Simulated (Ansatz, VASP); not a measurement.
# Cross-check of Si2HF (H-SiSi-F chair monolayer) between VASP and Ansatz

One calculation is typed for both programs; each brings its own data sets. How far apart do they land? The cell is taken from a series of runs on this material, whose earlier steps may have relaxed, scaled, displaced or heated it; both programs get it as it stands.

Program: Ansatz 0.2.0. Level of theory: plane waves, with VASP 6.6.1 beside it; single point at PBE with D3(BJ). Results are calculated unless marked as measured.

### Step 1. The starting structure

The cell holds 4 atoms: 1 F, 2 Si and 1 H. Its edges and angles: a = 3.897 Å, b = 3.897 Å, c = 21.837 Å, α = 90.0°, β = 90.0°, γ = 120.0°. Vacuum lies along c.

### Step 2. VASP: single point, PBE with D3(BJ)

A single point gives forces, pressure and levels at one fixed geometry, so differences don't come from the geometry; what else differs is listed under the comparison.

Lines of VASP's logs that name or quote its potential files are left out, and so is its time.

INCAR

```
SYSTEM = Si2HF
PREC = Accurate
ENCUT = 520
EDIFF = 1E-06
NELM = 120
ISMEAR = -1
SIGMA = 0.05
LREAL = .FALSE.
ALGO = Normal
GGA = PE
IVDW = 12
NBANDS = 14
LORBIT = 11
LWAVE = .FALSE.
LCHARG = .FALSE.
ISIF = 2
LDIPOL = .TRUE.
IDIPOL = 3
DIPOL = 0.5 0.5 0.501
LVHAR = .TRUE.
LASPH = .TRUE.
GGA_COMPAT = .FALSE.
EFERMI = MIDGAP
NELMDL = -8
```

POSCAR

```
Si2HF
1.0
    3.8971217406      0.0000000000      0.0000000000
   -1.9485608703      3.3750064290      0.0000000000
    0.0000000000      0.0000000000     21.8369991820
F Si H
1 2 1
Direct
    0.6666666667      0.3333333333      0.4121445408
    0.6666666667      0.3333333333      0.4863866474
    0.3333333334      0.6666666666      0.5190168957
    0.3333333334      0.6666666666      0.5878554592
```

KPOINTS

```
Automatic mesh
0
Gamma
18 18 1
0 0 0
```

Potentials, in the order of the species: F, Si and H (PBE family, release 64).

Started as:

```console
mpirun -np 1 vasp_std
```

Numbers of over 12 decimals in the logs are rounded to 6 here.

What it wrote:

```text
[banner, memory and clock lines left out]
running    1 mpi-ranks, on    1 nodes
 distrk:  each k-point on    1 cores,    1 groups
 distr:  one band on    1 cores,    1 groups

 POSCAR found type information on POSCAR F SiH
 POSCAR found :  3 types and       4 ions
 LDA part: xc-table for (Slater+PW92), standard interpolation
 POSCAR, INCAR and KPOINTS ok, starting setup
 FFT: planning ... GRIDC
 FFT: planning ... GRID_SOFT
 FFT: planning ... GRID
 WAVECAR not read
 entering main loop
       N       E                     dE             d eps       ncg     rms          rms(c)
DAV:   1     0.111596332790E+03    0.11160E+03   -0.52119E+03  1132   0.779E+02
DAV:   2    -0.489043261502E+01   -0.11649E+03   -0.10648E+03  1766   0.165E+02
DAV:   3    -0.201152361162E+02   -0.15225E+02   -0.15072E+02  1394   0.747E+01
DAV:   4    -0.204189896389E+02   -0.30375E+00   -0.30340E+00  1318   0.118E+01
DAV:   5    -0.204239964447E+02   -0.50068E-02   -0.50061E-02  1378   0.155E+00
DAV:   6    -0.204241601605E+02   -0.16372E-03   -0.16371E-03  1364   0.276E-01
DAV:   7    -0.204241668577E+02   -0.66972E-05   -0.66973E-05  1482   0.502E-02
DAV:   8    -0.204241670422E+02   -0.18454E-06   -0.18455E-06  1228   0.775E-03    0.831E+00
DAV:   9    -0.195395347384E+02    0.88463E+00   -0.26401E+00  1444   0.156E+01    0.457E+00
DAV:  10    -0.194267185992E+02    0.11282E+00   -0.25545E-01  1432   0.421E+00    0.198E+00
DAV:  11    -0.193934113089E+02    0.33307E-01   -0.76103E-02  1402   0.196E+00    0.397E-01
DAV:  12    -0.193907333043E+02    0.26780E-02   -0.66466E-03  1402   0.912E-01    0.161E-01
DAV:  13    -0.193905215079E+02    0.21180E-03   -0.17702E-03  1360   0.336E-01    0.824E-02
DAV:  14    -0.193904298160E+02    0.91692E-04   -0.51065E-04  1378   0.192E-01    0.416E-02
[...]
DAV:  18    -0.193911046269E+02   -0.10592E-03   -0.25451E-05  1210   0.234E-02    0.447E-03
DAV:  19    -0.193912185437E+02   -0.11392E-03   -0.60135E-06  1168   0.151E-02    0.285E-03
DAV:  20    -0.193912747650E+02   -0.56221E-04   -0.23624E-06  1168   0.658E-03    0.217E-03
DAV:  21    -0.193913104911E+02   -0.35726E-04   -0.14522E-06  1168   0.575E-03    0.120E-03
DAV:  22    -0.193913209383E+02   -0.10447E-04   -0.19650E-07   998   0.264E-03    0.582E-04
DAV:  23    -0.193913262317E+02   -0.52934E-05   -0.22451E-07   920   0.215E-03    0.314E-04
DAV:  24    -0.193913280308E+02   -0.17991E-05   -0.63663E-08   986   0.129E-03    0.301E-04
DAV:  25    -0.193913284113E+02   -0.38059E-06   -0.11771E-08  1004   0.105E-03
   1 F= -.19760016E+02 E0= -.19760016E+02  d E =-.154504E-08
```

Parts of OUTCAR (step 2):

```text
ion  position               nearest neighbor table
   1  0.667  0.333  0.412-   2 1.62
   2  0.667  0.333  0.486-   1 1.62   3 2.36   3 2.36   3 2.36
   3  0.333  0.667  0.519-   4 1.50   2 2.36   2 2.36   2 2.36
   4  0.333  0.667  0.588-   3 1.50

  LATTYP: Found a hexagonal cell.
 ALAT       =     3.8971217406
 C/A-ratio  =     5.6033659289

 Subroutine GETGRP returns: Found  6 space group operations
 (whereof  6 operations were pure point group operations)

The static configuration has the point symmetry C_3v.

 Found     37 irreducible k-points:

   k-points           NKPTS =     37   k-points in BZ     NKDIM =     37   number of bands    NBANDS=     14

   dimension x,y,z NGX =    30 NGY =   30 NGZ =  162
   dimension x,y,z NGXF=    60 NGYF=   60 NGZF=  324

   ENCUT  =  520.0 eV  38.22 Ry    6.18 a.u.   7.25  7.25 40.60*2*pi/ulx,y,z

   NELECT =      16.0000    total number of electrons

 k-points in reciprocal lattice and weights: Automatic mesh
   0.00000000  0.00000000  0.00000000       0.003
   0.05555556  0.00000000  0.00000000       0.019
   0.11111111  0.00000000  0.00000000       0.019
   0.16666667  0.00000000  0.00000000       0.019
   0.22222222  0.00000000  0.00000000       0.019
   0.27777778  0.00000000  0.00000000       0.019
   0.33333333  0.00000000  0.00000000       0.019
   0.38888889  0.00000000  0.00000000       0.019
   0.44444444  0.00000000  0.00000000       0.019
[...]
0.33333333  0.27777778  0.00000000       0.037
   0.33333333  0.33333333  0.00000000       0.006

 dipolmoment           0.000000      0.000000     -0.144478 electrons x Angstroem

 average (electrostatic) potential at core
       1 -83.9445       2 -93.2091       3 -92.4286       4 -40.3378

 E-fermi :  -3.1160

 k-point     1 :       0.0000    0.0000    0.0000
  band No.  band energies     occupation
    ...
      4      -8.7508      2.00000
      5      -8.7508      2.00000
      6      -7.9932      2.00000
      7      -3.9730      2.00000
      8      -3.9730      2.00000
      9      -2.3190      0.00000
     10      -0.1788      0.00000
     11      -0.1101      0.00000
     12      -0.1101      0.00000
     13       1.1009      0.00000
    ...

 k-point     2 :       0.0556    0.0000    0.0000
  band No.  band energies     occupation
    ...
      4      -8.7723      2.00000
      5      -8.7552      2.00000
      6      -7.9802      2.00000
      7      -4.2765      2.00000
      8      -4.0371      2.00000
      9      -2.1232      0.00000
     10      -0.2016      0.00000
     11      -0.0227      0.00000
     12       0.0216      0.00000
     13       1.1523      0.00000
    ...

 k-point     3 :       0.1111    0.0000    0.0000
  band No.  band energies     occupation
    ...
      4      -8.8309      2.00000
      5      -8.7677      2.00000
      6      -7.9504      2.00000
      7      -4.8998      2.00000
      8      -4.2042      2.00000
      9      -1.8214      0.00000
     10      -0.3273      0.00000
     11       0.2996      0.00000
     12       0.3890      0.00000
     13       1.3251      0.00000
    ...

 Edisp (eV)   -0.36869

  Total      -0.07586    -0.07586     0.26312     0.00000     0.00000     0.00000
  in kB      -0.42315    -0.42315     1.46773     0.00000     0.00000     0.00000
  external pressure =        0.21 kB  Pullay stress =        0.00 kB

  energy-cutoff  :      520.00
  volume of cell :      287.22
      direct lattice vectors                 reciprocal lattice vectors
     3.897121741  0.000000000  0.000000000     0.256599631  0.148147866  0.000000000
    -1.948560870  3.375006429  0.000000000     0.000000000  0.296295732  0.000000000
     0.000000000  0.000000000 21.836999182     0.000000000  0.000000000  0.045793838

 POSITION                                       TOTAL-FORCE (eV/Angst)
 -----------------------------------------------------------------------------------
      1.94856      1.12500      9.00000         0.000000     -0.000000     -0.205833
      1.94856      1.12500     10.62122         0.000000      0.000000      0.204402
      0.00000      2.25000     11.33377        -0.000000      0.000000      0.011815
      0.00000      2.25000     12.83700        -0.000000     -0.000000     -0.010384
 -----------------------------------------------------------------------------------
    total drift:                               -0.000000      0.000000     -0.000031

  FREE ENERGIE OF THE ION-ELECTRON SYSTEM (eV)
  ---------------------------------------------------
  free  energy   TOTEN  =       -19.7600164216 eV

  energy  without entropy=      -19.7600164201  energy(sigma->0) =      -19.76001642

 vacuum level on the upper side and lower side of the slab         0.887         2.874

 total charge
# of ion       s       p       d       tot
------------------------------------------
    1        1.747   4.373   0.000   6.120
    2        0.734   0.905   0.000   1.639
    3        0.746   0.986   0.000   1.732
    4        0.555   0.013   0.000   0.568
--------------------------------------------------
tot          3.781   6.278   0.000  10.060

[... 3 further parts left out ...]
```

### Step 3. Ansatz: single point, PBE with D3(BJ)

Ansatz runs on its default PAW (the set named soft_2) files.

The same cell, functional, mesh and smearing now go to Ansatz, which takes its cutoff from its data sets.

input.yaml

```yaml
crystal:
  lattice:
    - [3.8971217406, 0.0, 0.0]
    - [-1.9485608703, 3.375006429, 0.0]
    - [0.0, 0.0, 21.836999182]
  atoms:
    - { symbol: F, position: [0.6666666667, 0.3333333333, 0.4121445408] }
    - { symbol: Si, position: [0.6666666667, 0.3333333333, 0.4863866474] }
    - { symbol: Si, position: [0.3333333333, 0.6666666667, 0.5190168957] }
    - { symbol: H, position: [0.3333333333, 0.6666666667, 0.5878554592] }
kpoints:
  mp_grid: { grid: [18, 18, 1] }
  band_path:
    path: [[0, 0, 0], [0.5, 0, 0], [0.33333333, 0.33333333, 0], [0, 0, 0]]
    npoints: 16
hamiltonian:
  xc: pbe
  dispersion: d3bj
scf:
  occupations: { method: fermi_dirac, width: 0.05 }
  convergence: { dr2_threshold: 1.0e-10 }
efield:
  axis: 3
  dipole_correction: true
  ramp_position: 0.97
  ramp_width: 0.06
  amplitude: 0
output:
  dos: { projected: true, e_range: [-6, 5] }
  bader: true
  write_potential: true
  write_density: true
  volumetric_format: npy
  elf: true
```

Started as:

```console
ansatz run input.yaml --threads 2 --pin off --max-ram 3072MiB --backend cpu --events-out ev --progress --plain --runs-dir out
```

What it wrote:

```text
Engine: ansatz 0.2.0, aarch64-unknown-linux-gnu
Pseudopotentials: kind: paw
Pseudopotential: F, paw, valence charge 7, recommended cutoff 420 eV (normal), F.paw.azcp
Pseudopotential: Si, paw, valence charge 4, recommended cutoff 420 eV (normal), Si.paw.azcp
Pseudopotential: H, paw, valence charge 1, recommended cutoff 420 eV (normal), H.paw.azcp
Functional definition: PBE
  parameter kappa = 0.804
  parameter beta = 0.066725
  exchange = pbe_x(kappa = kappa, mu = beta*pi^2/3)
  correlation = pbe_c(beta = beta)
Crystal: 4 atoms, lattice volume = 287.218 Å³
Basis set: ecut = 420 eV, 5689 PW (Γ)
Bands: 12, of which v1, the nominal top of the filled ones, is band 8 counted from 1 (7 counted from 0)
Symmetry: 6 space group operations
Space group: P3m1 (ITA 156), of the structure as read, at distance tolerance 6.6e-5 Å
k-points: 37 of 324 (time reversal used)
Non-local potential: F, projectors of the file, l = 0: 2, l = 1: 2, l = 2: 1
Non-local potential: Si, projectors of the file, l = 0: 2, l = 1: 2, l = 2: 2
Non-local potential: H, projectors of the file, l = 0: 2, l = 1: 1
PAW form: soft (Blöchl's): semilocal exchange-correlation on the pseudo side does not see the compensation charge
PAW one-centre angular grid: F, 110 points (default); XC on 64 Gauss nodes
PAW one-centre angular grid: Si, 110 points (default); XC on 64 Gauss nodes
PAW one-centre angular grid: H, 110 points (default); XC on 64 Gauss nodes
Initial density: superposition of atomic densities (neutral atoms: chi_scale 0, normalization atom), corrected by the library's trained network
Initial wavefunctions: pseudopotential atomic-orbital guess
Functional: x = pbe(κ = 0.804, μ = 0.219515), c = pbe(β = 0.066725)
SCF iter   1: F=—  HF=-2096.826454 eV  |F-HF|=—  |Δ(HF+E_count)|=         —  Δρ=1.53e-3  dr2=1.40e-2  ethr=1.77e-3  p=0.130 e·Å  D=8.19e-2 V/Å  ΔV_dip=-1.79 eV  dr2_dipole=9.41e-5  V_vac-E_F(+/−)=3.81/5.60 eV  ⟨swp⟩=8.6  Hψ=4006  notcnv=0
efield: sawtooth ramp at fractional position 0.9700 (set: `efield.ramp_position`, or a place that a band, a saddle search or an elastic batch's reference lends), width 0.0600; the density the first Hamiltonian is built on has a dipole p = 0.130 e·Å; the dipole correction subtracts the counter field D = 8.19e-2 V/Å, which shifts the + side's vacuum level by -1.79 eV against the − side's; the planar-averaged density in the ramp window peaks in size at 3.4e-6 e/Å³
preconditioner: auto → none  [insulator: Δε(μ)=1.647 eV  Ē_g=9.295 eV  σ=0.050 eV  W_gap=1.00  n_scr=10 (ndim 8)  ℏωp=8.2 eV  f_vac=0.723  D(μ)=0.00/eV (n_scr^D=0)  ε∞_Penn≈1.8]
SCF iter   2: F=—  HF=-2096.826073 eV  |F-HF|=—  |Δ(HF+E_count)|=   3.81e-4  Δρ=7.88e-4  dr2=5.76e-3  ethr=8.75e-5  p=0.121 e·Å  D=7.64e-2 V/Å  ΔV_dip=-1.67 eV  dr2_dipole=1.10e-3  V_vac-E_F(+/−)=4.05/5.71 eV  ⟨swp⟩=3.3  Hψ=1239  notcnv=0
SCF iter   3: F=—  HF=-2096.825145 eV  |F-HF|=—  |Δ(HF+E_count)|=   9.28e-4  Δρ=5.73e-4  dr2=1.50e-3  ethr=3.60e-5  p=0.140 e·Å  D=8.81e-2 V/Å  ΔV_dip=-1.92 eV  dr2_dipole=8.13e-5  V_vac-E_F(+/−)=3.93/5.85 eV  ⟨swp⟩=3.0  Hψ=736  notcnv=0
SCF iter   4: F=—  HF=-2096.825324 eV  |F-HF|=—  |Δ(HF+E_count)|=   1.79e-4  Δρ=2.88e-4  dr2=2.34e-4  ethr=9.37e-6  p=0.138 e·Å  D=8.67e-2 V/Å  ΔV_dip=-1.89 eV  dr2_dipole=4.92e-6  V_vac-E_F(+/−)=3.98/5.87 eV  ⟨swp⟩=2.4  Hψ=787  notcnv=0
SCF iter   5: F=—  HF=-2096.825507 eV  |F-HF|=—  |Δ(HF+E_count)|=   1.83e-4  Δρ=6.83e-5  dr2=1.35e-5  ethr=1.46e-6  p=0.140 e·Å  D=8.80e-2 V/Å  ΔV_dip=-1.92 eV  dr2_dipole=4.70e-8  V_vac-E_F(+/−)=3.99/5.91 eV  ⟨swp⟩=2.3  Hψ=790  notcnv=0
SCF iter   6: F=—  HF=-2096.825595 eV  |F-HF|=—  |Δ(HF+E_count)|=   8.71e-5  Δρ=1.76e-5  dr2=6.04e-7  ethr=8.43e-8  p=0.140 e·Å  D=8.83e-2 V/Å  ΔV_dip=-1.93 eV  dr2_dipole=5.60e-9  V_vac-E_F(+/−)=3.99/5.92 eV  ⟨swp⟩=2.1  Hψ=770  notcnv=0
SCF iter   7: F=—  HF=-2096.825615 eV  |F-HF|=—  |Δ(HF+E_count)|=   2.00e-5  Δρ=3.59e-6  dr2=2.44e-8  ethr=3.78e-9  p=0.140 e·Å  D=8.84e-2 V/Å  ΔV_dip=-1.93 eV  dr2_dipole=4.81e-10  V_vac-E_F(+/−)=4.00/5.93 eV  ⟨swp⟩=2.1  Hψ=722  notcnv=0
SCF iter   8: F=—  HF=-2096.825615 eV  |F-HF|=—  |Δ(HF+E_count)|=   1.23e-7  Δρ=6.46e-7  dr2=5.70e-10  ethr=1.52e-10  p=0.140 e·Å  D=8.84e-2 V/Å  ΔV_dip=-1.93 eV  dr2_dipole=3.05e-13  V_vac-E_F(+/−)=4.00/5.93 eV  ⟨swp⟩=2.0  Hψ=735  notcnv=0
SCF iter   9: F=-2096.825615 eV  HF=-2096.825615 eV  |F-HF|=2.46e-11  |Δ(HF+E_count)|=   3.18e-9  Δρ=5.72e-8  dr2=1.01e-11  ethr=1.00e-12  p=0.140 e·Å  D=8.84e-2 V/Å  ΔV_dip=-1.93 eV  dr2_dipole=7.05e-13  V_vac-E_F(+/−)=4.00/5.93 eV  ⟨swp⟩=6.2  Hψ=1908  notcnv=0
SCF 1 converged in 9 iterations: F = -2096.825615 eV  dr2 = 1.01e-11
  greatest PAW one-centre occupation: 0.933 electrons in one spin orbital (limit 2), on the F atom at site 0 (counted from 0), in its partial waves of l = 0
NSCF: frozen V_eff on 49 k-points
efield: sawtooth ramp at fractional position 0.9700 (kept from the solve that this one continues, or follows in the run), width 0.0600; the density the first Hamiltonian is built on has a dipole p = 0.140 e·Å; the dipole correction subtracts the counter field D = 8.84e-2 V/Å, which shifts the + side's vacuum level by -1.93 eV against the − side's; the planar-averaged density in the ramp window peaks in size at 2.4e-6 e/Å³
WARN: The output density's exchange-correlation potential varies sharply where the density is thin. Do not read a vacuum level from v_tot or v_xc, or from such a field of the output density. On a cell that repeats whose density bears no net charge and no dipole along the vacuum's axis use v_es (v_loc + v_h of the components); under efield.dipole_correction with no amplitude use v_es + v_field, which holds any externa [...]
SCF converged after 9 iterations
Free energy (F): -2096.825615 eV
Harris-Foulkes:  -2096.825615 eV  (|F-HF|=2.46e-11)
Internal energy: -2096.825615 eV  (E = F + TS)
E sigma→0 (E₀):  -2096.825615 eV
Fermi energy:    -2.934073 eV
Dipole field:    D = 0.088410 V/Å  (p = 0.140330 e·Å, saw-weighted, corrected)
Work function:   Φ+ = 3.9955 eV   Φ− = 5.9261 eV
Levels:          The Fermi level and band energies are counted from a zero that moves with the ramp; work functions are not
--- Per-component energies (eV) ---
  E_band       = -178.588321
  E_kinetic    = 301.078685
  E_local      = -4977.261283  (includes V_loc(G=0)·N_el)
  E_nonlocal   = 126.230818
  E_hartree    = 2324.164116
  E_xc         = -198.394633
  E_vxc        = -206.245260  (∫ρ·V_xc dr)
  E_paw        = -1226.648940  (= ΣΔE_a)
  E_vpaw       = -71.708668  (= ΣTr[D̂ρ^β])
  E_aug_tail   = 0.000846  (compensation charges beyond the density's cutoff)
  E_efield     = 0.006203  (sawtooth field / dipole correction)
  E_vefield    = 0.988365  (∫n·V_field dr)
  E_ewald      = 1554.367286
  E_disp       = -0.368713  (pairwise vdW)
  E_smearing   = -0.000000  (= −TS)
  E_closure    = 0.000000  (closes the sum)
  Σ components = -2096.825615   (vs F -2096.825615, Δ=0.00e0)
--- Band table (eV; the first three rows and the last of 37) ---
  k-point 0: bands = [... 4 lower, -8.6037, -7.8239, -3.7911, -3.7911, -2.1378, -0.0065, 0.0685, 0.0685]
  k-point 1: bands = [... 4 lower, -8.6080, -7.8111, -4.0952, -3.8555, -1.9421, -0.0253, 0.1523, 0.2002]
  k-point 2: bands = [... 4 lower, -8.6204, -7.7816, -4.7195, -4.0229, -1.6408, -0.1505, 0.4743, 0.5677]
  k-point 36: bands = [... 4 lower, -8.8404, -8.7772, -6.6758, -6.4966, -0.0969, 1.0183, 1.6412, 2.7969]
--- Bader charges: 4 sites ---
  site symbol  charge [e]  shift [e]
     0      F     -0.8470     0.0023
     1     Si      0.8531     0.0031
     2     Si      0.6194     0.0088
     3      H     -0.6256     0.0035
  estimated error of the sums over rays = 5.6e-4 e
```

Reading the cycles: dr2 is the Hartree energy of the density residual (eV), the measure of convergence; HF is the Harris–Foulkes estimate of the energy, which meets the free energy F at convergence.

### Step 4. Comparison

Known differences besides the potentials themselves: the cutoff is 420 eV in Ansatz and 520 eV in VASP. Total energies have different zeros and are not compared.

Both answers:

```
              quantity  Ansatz   VASP  difference
gap on the k mesh (eV)   1.653  1.654      -0.001
```

A gap on the mesh is an upper bound, since the band edges may lie between its points. With vacuum in the cell, a pressure given here is an average over mostly empty space and none of the material.

### Step 5. What came out

| Quantity | Value |
| --- | --- |
| difference in gap on the k mesh (single point, PBE with D3(BJ)) | -7.0e-4 eV |

In words: The difference in gap on the k mesh is -7.0e-4 eV (single point, PBE with D3(BJ)), within the 0.08 eV picked in this series as the mark of a large difference. How closely two codes agree says nothing of how well the functional describes the real material.

[Lines on the potential files, build, host, timing and source positions are cut from VASP's logs without a mark.]

[Logs are printed without paths, hosts, clocks, repeated set-up lines and the standing remarks that a program may print on its own settings, such as how far it seeks lower states.]

[Hosts, paths, dates, database ids (printed as entryN), source tags and the programs' standing remarks are cut or masked in the printed files.]
